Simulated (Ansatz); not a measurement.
# TePb (Pm-3m) in Ansatz: settings compared

The runs below take TePb through band structure, with BLYP, revPBE.

Program: Ansatz 0.2.0. These are calculated values, not measurements. Logs are shortened: lines on timing, memory, paths and dates and some standing lists are left out, and cuts for length are marked.

### Step 1. The crystal as given

It takes space group Pm-3m (No. 221, cubic). Conventional cell: a = 4.002 Å, b = 4.002 Å, c = 4.002 Å, α = 90.00°, β = 90.00°, γ = 90.00°. Pb (site symmetry m-3m) is surrounded by 8 Te at 3.47 Å. Te (site symmetry m-3m) has 8 Pb at 3.47 Å as nearest neighbours.

Measurements of this composition are mostly on another form, of space group No. 225.

### Step 2. Band structure, BLYP

The input, input.yaml:

```yaml
crystal:
  lattice:
    - [4.002287, 0.0, 0.0]
    - [0.0, 4.002287, 0.0]
    - [0.0, 0.0, 4.002287]
  atoms:
    - { symbol: Pb, position: [0.0, 0.0, 0.0] }
    - { symbol: Te, position: [0.5, 0.5, 0.5] }
kpoints:
  mp_grid: { grid: [7, 7, 7] }
  band_path:
    path:
      - [0.0, 0.0, 0.0]
      - [0.0, 0.5, 0.0]
      - [0.5, 0.5, 0.0]
      - [0.0, 0.0, 0.0]
      - [0.5, 0.5, 0.5]
      - [0.0, 0.5, 0.0]
    npoints: 12
scf:
  occupations: { method: fermi_dirac, width: 0.05 }
hamiltonian:
  xc: blyp
  pseudopotentials: { kind: all_electron, lapw: { basis_error: 0.001 } }
output:
  forces: true
  stress: true
  eigenvalues: true
```

Potentials or basis: all-electron LAPW, scalar-relativistic.

Started as:

```sh
$ ansatz run input.yaml --threads 1 --pin off --max-ram 3072MiB --backend cpu --events-out ev --progress --plain --runs-dir out
```

Output:

```text
Warning: RAYON_NUM_THREADS=1 ignored (pool sized by the plan → 1); use --threads N
LAPW: plane waves up to 6.222 Å⁻¹, error target 1.0e-3 eV per atom; small_component_spin mean_spin; Te in spheres of 1.685 Å, 24 of its electrons in bands, Dirac shells []; Pb in spheres of 1.781 Å, 36 of its electrons in bands, Dirac shells [] (how accurate: hamiltonian.pseudopotentials.lapw.basis_error, Limitations)
Engine: ansatz 0.2.0, x86_64-unknown-linux-gnu
Pseudopotentials: kind: all_electron
Pseudopotential: Pb, LAPW, valence charge 36, lapw/all_electron/scalar/gaussian/Pb, Koelling and Harmon's equation, gaussian nucleus
Pseudopotential: Te, LAPW, valence charge 24, lapw/all_electron/scalar/gaussian/Te, Koelling and Harmon's equation, gaussian nucleus
Functional definition: BLYP
  parameter beta = 0.0042
  parameter a = 0.04918
  parameter b = 0.132
  parameter c = 0.2533
  parameter d = 0.349
  exchange = b88_x(beta = beta)
  correlation = lyp_c(a = a, b = b, c = c, d = d)
Crystal: 2 atoms, lattice volume = 64.110 Å³
Basis set: ecut = 147.48866588177995 eV, 251 PW (Γ), exchange–correlation at level 2
Bands: 36, of which v1, the nominal top of the filled ones, is band 30 counted from 1 (29 counted from 0)
Symmetry: 48 space group operations
Space group: Pm-3m (ITA 221), of the structure as read, at distance tolerance 4.0e-5 Å
k-points: 20 of 343
Non-local potential: Pb, projectors of the file, none
Non-local potential: Te, projectors of the file, none
Initial density: superposition of atomic densities (chi_scale 0.1, normalization cell, long waves kept (reshape's long-wave potential 0.00 eV rms))
Initial wavefunctions: plane waves of lowest kinetic energy (no species holds an atomic orbital)
Functional: x = b88, c = lyp
iter 1 solved again at ethr=1.38e-3 eV; its pass at ethr=1.00e-1 eV (dr2=8.27e-1 eV) is discarded
SCF iter   1: F=—  HF=-752996.977767 eV  |F-HF|=—  |Δ(HF+E_count)|=         —  Δρ=2.07e-2  dr2=8.27e-1  ethr=1.38e-3  ⟨swp⟩=2.0  Hψ=4415  notcnv=0
preconditioner: auto → Kerker (q_TF=auto, 2.698 Å⁻¹)  [metal: Δε(μ)=0.024 eV  Ē_g=16.200 eV  σ=0.050 eV  W_gap=0.12  n_scr=18 (ndim 8)  ℏωp=20.7 eV  f_vac=0.000  D(μ)=1.08/eV (n_scr^D=6)]
SCF iter   2: F=—  HF=-752996.738579 eV  |F-HF|=—  |Δ(HF+E_count)|=   2.39e-1  Δρ=1.06e-2  dr2=2.34e-1  ethr=1.38e-3  ⟨swp⟩=2.0  Hψ=2120  notcnv=0
preconditioner: auto → Resta (q_TF=auto, 2.698 Å⁻¹)  ε∞=2.6  [insulator: Δε(μ)=0.155 eV  Ē_g=16.380 eV  σ=0.050 eV  W_gap=0.64  n_scr=18 (ndim 8)  ℏωp=20.7 eV  f_vac=0.000  D(μ)=0.76/eV (n_scr^D=0)  ε∞_Penn≈2.6]
SCF iter   3: F=—  HF=-752996.703973 eV  |F-HF|=—  |Δ(HF+E_count)|=   3.46e-2  Δρ=4.52e-3  dr2=4.18e-2  ethr=3.90e-4  ⟨swp⟩=2.0  Hψ=2228  notcnv=0
iter 4 solved again at ethr=2.24e-6 eV; its pass at ethr=6.97e-5 eV (dr2=1.35e-3 eV) is discarded
SCF iter   4: F=—  HF=-752996.713236 eV  |F-HF|=—  |Δ(HF+E_count)|=   9.26e-3  Δρ=1.14e-3  dr2=1.34e-3  ethr=2.24e-6  ⟨swp⟩=2.0  Hψ=3706  notcnv=0
SCF iter   5: F=—  HF=-752996.709410 eV  |F-HF|=—  |Δ(HF+E_count)|=   3.83e-3  Δρ=4.24e-4  dr2=3.37e-4  ethr=2.24e-6  ⟨swp⟩=2.1  Hψ=2150  notcnv=0
SCF iter   6: F=—  HF=-752996.709382 eV  |F-HF|=—  |Δ(HF+E_count)|=   2.82e-5  Δρ=1.18e-4  dr2=1.04e-5  ethr=5.62e-7  ⟨swp⟩=2.0  Hψ=2145  notcnv=0
SCF iter   7: F=—  HF=-752996.709398 eV  |F-HF|=—  |Δ(HF+E_count)|=   1.63e-5  Δρ=5.25e-5  dr2=2.72e-6  ethr=1.73e-8  ⟨swp⟩=3.0  Hψ=2245  notcnv=0
SCF iter   8: F=-752996.709399 eV  HF=-752996.709399 eV  |F-HF|=1.06e-7  |Δ(HF+E_count)|=   8.10e-7  Δρ=9.29e-6  dr2=5.45e-8  ethr=4.53e-9  ⟨swp⟩=3.0  Hψ=2216  notcnv=0
SCF 1 converged in 8 iterations: F = -752996.709399 eV  dr2 = 5.45e-8
NSCF: frozen V_eff on 61 k-points
SCF converged after 8 iterations
Free energy (F): -752996.709399 eV
Harris-Foulkes:  -752996.709399 eV  (|F-HF|=1.06e-7)
Internal energy: -752996.698104 eV  (E = F + TS)
E sigma→0 (E₀):  -752996.703752 eV
Entropy (-TS):   -0.011295 eV (-5.647 meV/atom)
Fermi energy:    13.337235 eV
--- Per-component energies (eV) ---
  E_band       = -3327.568306
  E_kinetic    = 850318.019854
  E_xc         = -15417.314223
  E_electrostatic = -1587897.403736  (all electrons and nuclei)
  E_smearing   = -0.011295  (= −TS)
  E_closure    = 0.000000  (closes the sum)
  E_atoms      = -752991.058885  (free atoms, spherical and without spin; not in F)
  Σ components = -752996.709399   (vs F -752996.709399, Δ=0.00e0)
  Basis errors (estimates in eV, not in F): energy 3.6e-4 per atom: plane waves 3.4e-4 (2.6e-4 summed), levels above the bands 1.2e-73, relativity 4.6e-8, radial functions 1.8e-5, core shells 5.4e-10; eigenvalues (radial functions only) 9.0e-6; not estimated: angular momenta, meshes, grids; target (lapw.basis_error) 1.0e-3; muffin-tin radii Te 1.685 Å, Pb 1.781 Å
--- Forces (eV/Å), atoms counted from 1 ---
  atom   1  Pb    -0.00000000    -0.00000000    -0.00000000
  atom   2  Te     0.00000000    -0.00000000    -0.00000000
  max |Σ_I F_I| component: 4.04e-30 eV/Å
--- Stress (GPa, compression-positive) ---
        3.718324       0.000000       0.000000
        0.000000       3.718324       0.000000
        0.000000       0.000000       3.718324
  P = ⅓ Tr σ = 3.7183 GPa (37.183 kbar)
--- Band table (eV; the first three rows and the last of 20) ---
  k-point 0: bands = ["-145.3297", "-126.6240", "-115.5728", "-115.5728", "-115.5728", "-115.5718", "-115.5718", "-115.5718", "-115.5705", "-95.3842", "-95.3842", "-95.3842", "-68.3877", "-68.3877", "-68.3877", "-22.7858", "-22.7858", "-22.7846", "-22.7846", "-22.7846", "-3.9187", "-3.9187", "-3.8386", "-3.8386", "-3.8386", "1.1516", "6.3517", "11.7685", "11.7685", "11.7685", "17.7027", "17.7027", "18.3871", "18.3871", "18.3871", "23.6018"]
  k-point 1: bands = ["-145.3297", "-126.6240", "-115.5728", "-115.5728", "-115.5728", "-115.5718", "-115.5718", "-115.5718", "-115.5705", "-95.3842", "-95.3842", "-95.3842", "-68.3877", "-68.3877", "-68.3877", "-22.7858", "-22.7851", "-22.7847", "-22.7847", "-22.7845", "-3.9181", "-3.9060", "-3.8433", "-3.8433", "-3.8383", "1.3118", "6.0368", "11.6553", "11.9481", "11.9481", "17.1837", "17.8485", "17.9019", "17.9019", "18.8364", "23.6939"]
  k-point 2: bands = ["-145.3297", "-126.6240", "-115.5728", "-115.5728", "-115.5728", "-115.5718", "-115.5718", "-115.5718", "-115.5705", "-95.3842", "-95.3842", "-95.3842", "-68.3878", "-68.3877", "-68.3877", "-22.7858", "-22.7851", "-22.7851", "-22.7845", "-22.7835", "-3.9167", "-3.8774", "-3.8537", "-3.8537", "-3.8376", "1.7659", "5.2178", "11.7499", "12.4464", "12.4464", "15.4174", "16.7886", "16.7886", "18.2733", "21.1609", "21.9851"]
  k-point 19: bands = ["-145.3297", "-126.6240", "-115.5728", "-115.5728", "-115.5728", "-115.5718", "-115.5718", "-115.5718", "-115.5705", "-95.3842", "-95.3842", "-95.3842", "-68.3878", "-68.3878", "-68.3878", "-22.7863", "-22.7863", "-22.7863", "-22.7802", "-22.7802", "-3.8890", "-3.8872", "-3.8872", "-3.8147", "-3.8147", "3.4681", "5.7796", "10.4965", "10.7932", "10.7932", "12.7914", "12.7914", "13.5434", "25.3176", "26.0318", "26.0318"]
```

Run time: 3.4 s. Hardware: 1 thread of AMD EPYC 9R45 (Zen 5), shared host; peak memory 0.32 GiB.

Results:

* Free energy: -752996.7094 eV
* Pressure: 3.7 GPa
* Band gap along the path: none (metal or under the smearing width)

Levels at the corners of the path, in eV from the Fermi level:
| point | band 27 | band 28 | band 29 | band 30 | band 31 | band 32 | band 33 | band 34 |
| --- | --- | --- | --- | --- | --- | --- | --- | --- |
| Γ | -6.99 | -1.57 | -1.57 | -1.57 | 4.37 | 4.37 | 5.05 | 5.05 |
| X | -9.17 | -0.80 | -0.16 | -0.16 | 0.22 | 2.24 | 2.24 | 5.68 |
| M | -8.11 | -4.29 | -4.29 | 0.19 | 3.33 | 3.65 | 3.65 | 6.34 |
| Γ | -6.99 | -1.57 | -1.57 | -1.57 | 4.37 | 4.37 | 5.05 | 5.05 |
| R | -7.42 | -2.38 | -2.38 | -2.38 | -0.97 | -0.97 | -0.97 | 13.76 |
| X | -9.17 | -0.80 | -0.16 | -0.16 | 0.22 | 2.24 | 2.24 | 5.68 |

Caveat: spin-orbit coupling is left out, which moves the levels of the heavy elements.

### Step 3. Band structure, revPBE

Edit input.yaml of step 2 so:

```diff
@@ -18,3 +18,3 @@
       - [0.0, 0.5, 0.0]
-    npoints: 12
+    npoints: 10
 scf:
@@ -22,3 +22,3 @@
 hamiltonian:
-  xc: blyp
+  xc: revpbe
   pseudopotentials: { kind: all_electron, lapw: { basis_error: 0.001 } }
```

Potentials or basis: all-electron LAPW, scalar-relativistic.

Started as:

```sh
$ ansatz run input.yaml --threads 1 --pin off --max-ram 3072MiB --backend cpu --events-out ev --progress --plain --runs-dir out
```

It took 3.5 s on 1 thread of AMD EPYC 9R45 (Zen 5), shared host; peak memory 0.33 GiB.

It converged, with:

| Quantity | Value |
| --- | --- |
| Free energy | -752968.4947 eV |
| Pressure | 1.1 GPa |
| Band gap along the path | none (metal or under the smearing width) |

Levels at the corners of the path, in eV from the Fermi level:
```csv
point,band 27,band 28,band 29,band 30,band 31,band 32,band 33,band 34
Γ,-6.75,-1.57,-1.57,-1.57,4.02,4.02,5.26,5.26
X,-9.04,-0.78,-0.16,-0.16,0.22,2.34,2.34,5.36
M,-7.89,-4.38,-4.38,0.22,3.53,3.72,3.72,6.05
Γ,-6.75,-1.57,-1.57,-1.57,4.02,4.02,5.26,5.26
R,-7.15,-2.48,-2.48,-2.48,-1.02,-1.02,-1.02,13.56
X,-9.04,-0.78,-0.16,-0.16,0.22,2.34,2.34,5.36
```

Caveat: spin-orbit coupling is left out, which moves the levels of the heavy elements.
